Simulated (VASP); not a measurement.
# MgO (P-6m2) in VASP: further runs

The runs below take MgO through single point, with PBE.

Program: VASP 6.6.1. These are calculated values, not measurements. Logs are shortened: lines on timing, memory, paths and dates and some standing lists are left out, and cuts for length are marked.

## Step 1: The structure

It takes space group P-6m2 (No. 187, hexagonal). Conventional cell: a = 2.938 Å, b = 2.938 Å, c = 2.680 Å, α = 90.00°, β = 90.00°, γ = 120.00°. Mg (site symmetry -6m2) has 6 O at 2.16 Å as nearest neighbours. O (site symmetry -6m2) has 6 Mg at 2.16 Å as nearest neighbours.

Measurements of this composition are mostly on another form, of space group No. 225.

## Step 2: Single point, PBE

File INCAR:

```
ADDGRID = False
ALGO = Normal
EDIFF = 1E-4
ENCUT = 800
GGA = PE
ISIF = 2
ISMEAR = 0
LASPH = True
LCHARG = False
LREAL = False
LWAVE = False
NELM = 100
PREC = Accurate
SIGMA = 0.05
```

File KPOINTS:

```
k-points
0
Gamma
  8 8 7
```

File POSCAR:

```
MgO
1.0
    2.9380209034      0.0000000000      0.0000000000
   -1.4690104517      2.5444007392      0.0000000000
    0.0000000000      0.0000000000      2.6796800000
Mg O
1 1
Direct
    0.0000000000      0.0000000000      0.0000000000
    0.3333333333      0.6666666667      0.5000000000
```

Potentials or basis: VASP PAW PBE potentials, release 64 (Mg, O_h).

Started as:

```
> cat potpaw_PBE.64/Mg/POTCAR potpaw_PBE.64/O_h/POTCAR > POTCAR
> mpirun -np 1 vasp_std > vasp.out
```

OUTCAR:

```text
EDIFF = 1E-4
   ENCUT = 800
   GGA = PE
   ISIF = 2
   ISMEAR = 0
   LASPH = True
   LREAL = False
   NELM = 100
   PREC = Accurate

 Found     40 irreducible k-points:

 Following reciprocal coordinates:
            Coordinates               Weight
  0.000000  0.000000  0.000000      1.000000
  0.125000  0.000000  0.000000      6.000000
  0.250000  0.000000  0.000000      6.000000
  0.375000  0.000000  0.000000      6.000000
  0.500000  0.000000  0.000000      3.000000
  0.125000  0.125000  0.000000      6.000000
   k-points           NKPTS =     40   k-points in BZ     NKDIM =     40   number of bands    NBANDS=      8
   number of dos      NEDOS =    301   number of ions     NIONS =      2
   total plane-waves  NPLWV =  21952
   dimension x,y,z NGX =    28 NGY =   28 NGZ =   28
   dimension x,y,z NGXF=    56 NGYF=   56 NGZF=   56
   ions per type =               1   1
   NGX,Y,Z   is equivalent  to a cutoff of  15.84, 15.84, 17.37 a.u.
   NGXF,Y,Z  is equivalent  to a cutoff of  31.69, 31.69, 34.74 a.u.
 SYSTEM =  unknown system
   PREC   = accura    normal or accurate (medium, high low for compatibility)
   ISTART =      0    job   : 0-new  1-cont  2-samecut
   ICHARG =      2    charge: 1-file 2-atom 10-const
   ISPIN  =      1    spin polarized calculation?
   LNONCOLLINEAR =      F non collinear calculations
   LSORBIT =      F    spin-orbit coupling
   LASPH  =      T    aspherical Exc in radial PAW
   ENCUT  =  800.0 eV  58.80 Ry    7.67 a.u.   6.78  6.78  6.18*2*pi/ulx,y,z
   NELM   =    100;   NELMIN=  2; NELMDL= -5     # of ELM steps
   EDIFF  = 0.1E-03   stopping-criterion for ELM
   LREAL  =      F    real-space projection
   EDIFFG = 0.1E-02   stopping-criterion for IOM
   NSW    =      0    number of steps for IOM
   IBRION =     -1    ionic relax: 0-MD 1-quasi-New 2-CG
   NFREE  =      0    steps in history (QN), initial steepest desc. (CG)
   ISIF   =      2    stress and relaxation
   ISYM   =      2    0-nonsym 1-usesym 2-fastsym
   POTIM  = 0.5000    time-step for ionic-motion
   TEBEG  =    0.0;   TEEND  =   0.0 temperature during run
   PSTRESS=    0.0 pullay stress
   NELECT =       8.0000    total number of electrons
   NUPDOWN=      -1.0000    fix difference up-down
   EMIN   =  10.00;   EMAX   =-10.00  energy-range for DOS
   EFERMI =   0.00;   METHOD = LEGACY
   ISMEAR =     0;   SIGMA  =   0.05  broadening in eV -4-tet -1-fermi 0-gaus
   EFERMI_NEDOS =   21; number of points for ismear=-14 and -15
   IALGO  =     38    algorithm
   IMIX   =      4    mixing-type and parameters
     AMIX     =   0.40;   BMIX     =  1.00
     AMIX_MAG =   1.60;   BMIX_MAG =  1.00
  volume/ion in A,a.u.               =      10.02        67.59
  Fermi-wavevector in a.u.,A,eV,Ry     =   1.205583  2.278221 19.775115  1.453430
  Thomas-Fermi vector in A             =   2.341275
   LORBIT       =      0    0 simple, 1 ext, 2 COOP (PROOUT), +10 PAW based schemes
   GGA     = PE    functional components
   LHFCALC =     F    Hartree Fock is set to
   AEXX    =    0.0000 exact exchange contribution
   IVDW    =     0    specifies the selected vdW correction
   LEPSILON=     F    determine dielectric tensor
   LRPA    =     F    only Hartree local field effects (RPA)
 non-spin polarized calculation
 Gauss-broadening in eV      SIGMA  =   0.05
  energy-cutoff  :      800.00
  volume of cell :       20.03
 maximum number of plane-waves:      1038
 NGX is ok and might be reduce to    28
   NGX = 13   NGY = 13   NGZ = 13

 number of electron       7.9999998 magnetization

 Free energy of the ion-electron system (eV)
  ---------------------------------------------------
  ext. energy  EPLUGINS =         0.00000000
  ---------------------------------------------------
  free energy    TOTEN  =       -11.23523964 eV

  energy without entropy =      -11.23523964  energy(sigma->0) =      -11.23523964

 E-fermi :   3.9929     XC(G=0): -10.7388

 val. band max:        3.6799173374   @ k =   0.3750   0.2500   0.0000
 cond. band min:       6.6822196999   @ k =   0.0000   0.0000   0.0000
 fundamental gap:      3.0023023625
 Fermi energy:         3.9929431063

 k-point     1 :       0.0000    0.0000    0.0000
  band No.  band energies     occupation
      1     -13.7508      2.00000
      2       3.0858      2.00000
      3       3.0858      2.00000
      4       3.2886      2.00000
      5       6.6822      0.00000
      6      15.5572      0.00000
      7      19.2531      0.00000
      8      19.2531      0.00000

 k-point     2 :       0.1250    0.0000    0.0000
  band No.  band energies     occupation
      1     -13.6167      2.00000
      2       2.1256      2.00000
      3       2.9706      2.00000
      4       3.3365      2.00000
      5       7.5924      0.00000
      6      15.5292      0.00000
      7      17.9865      0.00000
      8      19.6444      0.00000

 k-point     3 :       0.2500    0.0000    0.0000
  band No.  band energies     occupation
      1     -13.2717      2.00000
      2       0.5357      2.00000
      3       2.7101      2.00000
      4       3.4568      2.00000
      5       9.0495      0.00000
      6      14.6837      0.00000
      7      17.4940      0.00000
      8      20.5182      0.00000

 k-point     4 :       0.3750    0.0000    0.0000
  band No.  band energies     occupation
      1     -12.8904      2.00000
      2      -0.7150      2.00000
      3       2.4682      2.00000
      4       3.5846      2.00000
      5      10.0354      0.00000
      6      14.0935      0.00000
      7      17.2130      0.00000
      8      21.2393      0.00000

 k-point     5 :       0.5000    0.0000    0.0000
  band No.  band energies     occupation
      1     -12.7193      2.00000
      2      -1.1913      2.00000
      3       2.3715      2.00000
      4       3.6386      2.00000
      5      10.2808      0.00000
      6      14.2160      0.00000
      7      16.7755      0.00000
      8      21.4818      0.00000

 k-point     6 :       0.1250    0.1250    0.0000
  band No.  band energies     occupation
      1     -13.3765      2.00000
      2       1.0254      2.00000
      3       2.6639      2.00000
      4       3.4211      2.00000
      5       8.7387      0.00000
      6      15.0086      0.00000
      7      17.5226      0.00000
      8      20.0986      0.00000

 [... further k-points ...]

------------------------ aborting loop because EDIFF is reached ----------------------------------------

  FORCE on cell =-STRESS in cart. coord.  units (eV):
  Direction    XX          YY          ZZ          XY          YZ          ZX
  --------------------------------------------------------------------------------------
  -------------------------------------------------------------------------------------
  Total       -0.4431430     -0.4431430     -0.4577889      0.0000000     -0.0000000      0.0000000
  in kB      -35.4430539    -35.4430539    -36.6144468      0.0000000     -0.0000000      0.0000000
  external PRESSURE =     -35.8335182 kB  Pullay stress =       0.0000000 kB

 VOLUME and BASIS-vectors are now :
 -----------------------------------------------------------------------------
  energy-cutoff  :      800.00
  volume of cell :       20.03
      direct lattice vectors                 reciprocal lattice vectors
     2.938020903  0.000000000  0.000000000     0.340365175  0.196509926  0.000000000
    -1.469010452  2.544400739  0.000000000     0.000000000  0.393019851  0.000000000
     0.000000000  0.000000000  2.679680000     0.000000000  0.000000000  0.373178887

 POSITION                                       TOTAL-FORCE (eV/Angst)
 -----------------------------------------------------------------------------------
      0.00000      0.00000      0.00000        -0.000000      0.000000      0.000000
     -0.00000      1.69627      1.33984         0.000000      0.000000      0.000000
 -----------------------------------------------------------------------------------
    total drift:                               -0.000001      0.000000     -0.000000

  FREE ENERGIE OF THE ION-ELECTRON SYSTEM (eV)
  ---------------------------------------------------
  free  energy   TOTEN  =       -11.2352396414 eV

  energy  without entropy=      -11.2352396414  energy(sigma->0) =      -11.23523964
```

stdout:

```text
POSCAR found type information on POSCAR MgO
 POSCAR found :  2 types and       2 ions
 scaLAPACK will be used
 LDA part: xc-table for (Slater+PW92), standard interpolation
 POSCAR, INCAR and KPOINTS ok, starting setup
 FFT: planning ... GRIDC
 FFT: planning ... GRID_SOFT
 FFT: planning ... GRID
 WAVECAR not read
 entering main loop
```

Wall time 10 s (1 thread of AMD EPYC 7R13 (Zen 3), shared host); peak memory 0.13 GiB.

These settings aren't checked as converged: the numbers below hold their error.

What came out:

* Free energy: -11.2352 eV
* Band gap on the k mesh: 3.00 eV, indirect (least direct gap 3.39 eV)

Caveat: the cutoff is under 1.25 times the usual one of these potentials, so pressure, stress and relaxed cells hold a basis-set (Pulay) error; an odd mesh through Γ misses points on the zone boundary, where band edges often lie.

## Step 3: Single point, PBE

INCAR is that of step 2.

KPOINTS is that of step 2.

File POSCAR:

```
MgO
1.0
    2.9380209034      0.0000000000      0.0000000000
   -1.4690104517      2.5444007392      0.0000000000
    0.0000000000      0.0000000000      2.6796800000
Mg O
1 1
Direct
   -0.0050010000     -0.0013850000      0.0023980000
    0.2972290000      0.6917140000      0.5132270000
```

Potentials or basis: VASP PAW PBE potentials, release 64 (Mg, O_h).

Started as:

```
> cat potpaw_PBE.64/Mg/POTCAR potpaw_PBE.64/O_h/POTCAR > POTCAR
> mpirun -np 1 vasp_std > vasp.out
```

Run time: 46 s. Hardware: 1 thread of AMD EPYC 7R13 (Zen 3), shared host; peak memory 0.19 GiB.

The run converged, but some of its settings lie outside the range that counts as converged, so its numbers aren't taken as properties of the crystal.

What came out:

```yaml
Free_energy: -11.1894 eV
Largest_force: 0.669 eV/Å
Band_gap_on_the_k_mesh: 2.95 eV, indirect (least direct gap 3.40 eV)
```

Caveat: the cutoff is under 1.25 times the usual one of these potentials, so pressure, stress and relaxed cells hold a basis-set (Pulay) error; an odd mesh through Γ misses points on the zone boundary, where band edges often lie.

## Step 4: Single point, PBE

Edit INCAR of step 3 so:

```diff
@@ -2,3 +2,3 @@
 ALGO = Normal
-EDIFF = 1E-4
+EDIFF = 1E-5
 ENCUT = 800
```

KPOINTS is that of step 3.

File POSCAR:

```
MgO
1.0
    2.9380209034      0.0000000000      0.0000000000
   -1.4690104517      2.5444007392      0.0000000000
    0.0000000000      0.0000000000      2.6796800000
Mg O
1 1
Direct
    0.0000000000      0.0000000000      0.0000000000
    0.3333333333      0.6666666667      0.5000000000
```

Started as:

```
> cat potpaw_PBE.64/Mg/POTCAR potpaw_PBE.64/O_h/POTCAR > POTCAR
> mpirun -np 1 vasp_std > vasp.out
```

Run time: 11 s. Hardware: 1 thread of AMD EPYC 7R13 (Zen 3), shared host; peak memory 0.13 GiB.

The run converged, but some of its settings lie outside the range that counts as converged, so its numbers aren't taken as properties of the crystal.

What came out:

```
Free energy            : -11.2352 eV
Band gap on the k mesh : 3.00 eV, indirect (least direct gap 3.39 eV)
```

Caveat: the cutoff is under 1.25 times the usual one of these potentials, so pressure, stress and relaxed cells hold a basis-set (Pulay) error; an odd mesh through Γ misses points on the zone boundary, where band edges often lie.

## Step 5: Single point, PBE

INCAR is that of step 4.

KPOINTS is that of step 4.

File POSCAR:

```
MgO
1.0
    2.9380209034      0.0000000000      0.0000000000
   -1.4690104517      2.5444007392      0.0000000000
    0.0000000000      0.0000000000      2.6796800000
Mg O
1 1
Direct
   -0.0050010000     -0.0013850000      0.0023980000
    0.2972290000      0.6917140000      0.5132270000
```

Started as:

```
> cat potpaw_PBE.64/Mg/POTCAR potpaw_PBE.64/O_h/POTCAR > POTCAR
> mpirun -np 1 vasp_std > vasp.out
```

Wall time 50 s (1 thread of AMD EPYC 7R13 (Zen 3), shared host); peak memory 0.19 GiB.

The run converged, but some of its settings lie outside the range that counts as converged, so its numbers aren't taken as properties of the crystal.

What came out:

```
Free energy            : -11.1894 eV
Largest force          : 0.670 eV/Å
Band gap on the k mesh : 2.95 eV, indirect (least direct gap 3.40 eV)
```

Caveat: the cutoff is under 1.25 times the usual one of these potentials, so pressure, stress and relaxed cells hold a basis-set (Pulay) error; an odd mesh through Γ misses points on the zone boundary, where band edges often lie.

## Step 6: The reference run

An earlier run on the cell as given: functional PBE; potentials or basis VASP PAW PBE potentials, release 64 (Mg, O); cutoff 520 eV; k mesh 10 × 10 × 10; occupations fermi-dirac, width 0.05 eV; no spin polarisation.

- Pressure: -0.7 GPa
- Band gap on the k mesh: 3.01 eV, indirect (least direct gap 3.40 eV)
